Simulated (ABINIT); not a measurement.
Crystal: CsSnI3.

```
CELL_PARAMETERS angstrom
6.20570 0.00000 0.00000
0.00000 6.20570 0.00000
0.00000 0.00000 6.20570
ATOMIC_POSITIONS crystal
Cs 0.00000 0.00000 0.00000
I 0.50000 0.50000 0.00000
I 0.50000 0.00000 0.50000
I 0.00000 0.50000 0.50000
Sn 0.50000 0.50000 0.50000
```

Base run:

- Program: ABINIT 10.8.3 (patched build)
- Functional: PBE
- Potentials or basis: JTH PAW PBE v2.0
- Cutoff: 544 eV
- k mesh: 4 × 4 × 4
- Occupations: fermi-dirac, width 0.05 eV
- Spin: no spin polarisation

Its results: band gap on the k mesh 0.28 eV, direct.

Problem. After a change of settings the same cell gave: band gap on the k mesh 3.09 eV, direct. Which change was it?
A. functional from PBE to RPBE; k mesh from 4 × 4 × 4 to 5 × 5 × 5
B. k mesh from 4 × 4 × 4 to 5 × 5 × 5
C. functional from PBE to PBEsol
D. k mesh from 4 × 4 × 4 to 3 × 3 × 3

Solution. D.

Caveats: spin-orbit coupling is left out, which moves the levels of the heavy elements; the cell was measured hot, at 500 K; an odd mesh through Γ misses points on the zone boundary, where band edges often lie (some runs).
